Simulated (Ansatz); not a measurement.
Au under changes of volume

One of the cells (16.855 Å³/atom); the others are scaled copies at fixed shape and fractional positions:

```
Au
1.0
     0.00000    2.03500    2.03500
     2.03500    0.00000    2.03500
     2.03500    2.03500    0.00000
Au
1
Direct
  0.00000 0.00000 0.00000
```

```yaml
Program: Ansatz 0.2.0
Functional: CAM-B3LYP
Potentials_or_basis: Ansatz PAW
Cutoff: "420 eV (not typed: the program's choice for these potentials)"
k_mesh: 6 × 6 × 6
Occupations: fermi-dirac, width 0.05 eV
Spin: no spin polarisation
```

```csv
volume (Å³/atom),energy over the lowest point (meV/atom),pressure (GPa)
15.843,182.27,28.9
16.181,127.50,23.2
16.518,84.23,18.1
16.855,?,?
17.192,26.46,9.7
17.529,9.72,6.2
17.866,0.00,3.1
```

Question: What does the run at 16.855 Å³/atom give?

Answer: Energy over the lowest point 50.92 meV/atom; pressure 13.6 GPa.

Worked out: A Birch-Murnaghan fit of order 3 (a polynomial in V^(-2/3)) to the other rows has its minimum at 18.26 Å³/atom, just outside them, with B0 = V·E''(V) = 136 GPa and B' = 5.7. It gives 50.92 meV/atom at 16.855 Å³/atom, against the run's 50.92, and -dE/dV = 13.7 GPa, against 13.6.

Energies are extrapolated to zero smearing.

Caveats: all runs use coarse meshes; the PAW data sets come from PBE, with cores solved anew for the run's functional, which leaves a small shift of forces and pressure; the thresholds are loose for stress.
